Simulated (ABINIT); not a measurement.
The system is Pd.

```
CELL_PARAMETERS angstrom
2.78367 0.00000 0.00000
-1.39183 2.41072 0.00000
0.00000 0.00000 4.62889
ATOMIC_POSITIONS crystal
Pd 0.33333 0.66667 0.25000
Pd 0.66667 0.33333 0.75000
```

This isn't the form of Pd at room conditions, which is fcc.

* Program: ABINIT 10.8.3 (patched build)
* Task: relaxation of cell and atoms
* Functional: PBEsol
* Potentials or basis: JTH PAW PBE v2.0
* Cutoff: 599 eV
* k mesh: 11 × 11 × 6
* Occupations: fermi-dirac, width 0.05 eV
* Spin: no spin polarisation

At the start: pressure -10.4 GPa; volume 15.53 Å³/atom.

Problem. Where does the relaxation end?

Solution. Over 8 steps the energy falls by 32.1 meV/atom and the volume is 14.61 Å³/atom (-6.0 %); space group P6_3/mmc (No. 194, to 0.05 Å).

Step by step:
```
step  energy change (eV)  largest force (eV/Å)  pressure (GPa)  volume (Å³)
   1              0.0000                0.0000          -10.42        31.06
   2             -0.0489                0.0000           -5.41        30.08
   3             -0.0639                0.0000            0.71        29.11
   4             -0.0641                0.0000           -0.06        29.22
   5             -0.0641                0.0000           -0.01        29.21
   6             -0.0642                0.0000            0.05        29.20
   7             -0.0642                0.0000            0.02        29.21
   8             -0.0642                0.0000            0.00        29.21
```

Final structure:
```
CELL_PARAMETERS angstrom
2.72455 0.00000 0.00000
-1.36228 2.35953 0.00000
0.00000 0.00000 4.54382
ATOMIC_POSITIONS crystal
Pd 0.33333 0.66667 0.25000
Pd 0.66667 0.33333 0.75000
```

Caveat: the PAW data sets were made with another functional, which shifts forces and pressure a little.
